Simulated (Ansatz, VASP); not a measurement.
# One calculation of InSb3, two programs

```
Sb In
1.0
     0.00000    3.74327    3.74327
     3.74327    0.00000    3.74327
     3.74327    3.74327    0.00000
Sb In
3 1
Direct
  0.50000 0.50000 0.50000
  0.75000 0.75000 0.75000
  0.25000 0.25000 0.25000
  0.00000 0.00000 0.00000
```

Change from the starting cell: volume scaled by 0.96.

Alike in both runs: task single point; functional PBEsol; k mesh 6 × 6 × 6; occupations fermi-dirac, width 0.05 eV; no spin polarisation.

```csv
,VASP,Ansatz
version,VASP 6.6.1,Ansatz 0.2.0
potentials or method,"VASP PAW PBE potentials, release 64 (Sb, In_d), cutoff 520 eV","all-electron LAPW, scalar-relativistic"
```

```csv
,VASP,Ansatz,Ansatz less VASP
gap on the k mesh at the Fermi level (eV),none,none,-
pressure (GPa),-1.1,-1.0,+0.02
```

A gap of «none» marks a metal or a gap that the smearing closes. Ansatz ran all-electron here, so the differences hold the error of VASP's frozen core and of both bases.

Caveats: the PAW data sets were made with another functional, which shifts forces and pressure a little (VASP). Spin-orbit coupling is left out, which matters for the levels of Sb.
